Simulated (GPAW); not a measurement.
KBr:

```xyz
2
Lattice="4.0435 0.0000 0.0000 0.0000 4.0435 0.0000 0.0000 0.0000 4.0435" Properties=species:S:1:pos:R:3 pbc="T T T"
Br    2.0217    2.0217    2.0217
K     0.0000    0.0000    0.0000
```

Measurements of this composition are mostly on another form, of space group No. 225.

Base run:

| Property | Result |
| --- | --- |
| Program | GPAW 26.7.0 |
| Functional | RPBE |
| Potentials or basis | the program's PAW data sets (release 1.2.1) made for this functional |
| Cutoff | 600 eV |
| Basis | pw |
| k mesh | 7 × 7 × 7 |
| Occupations | gaussian, width 0.02 eV |
| Spin | no spin polarisation |

Its results: band gap on the k mesh 4.20 eV, indirect (least direct gap 4.43 eV); pressure 1.5 GPa.

The run is repeated on the same cell with these changes: functional from RPBE to LDA; occupations from gaussian, width 0.02 eV to gaussian, width 0.05 eV. What comes out?

Band gap on the k mesh 3.50 eV, indirect (least direct gap 3.75 eV); pressure -2.7 GPa.

Caveats: an odd mesh through Γ misses points on the zone boundary, where band edges often lie.
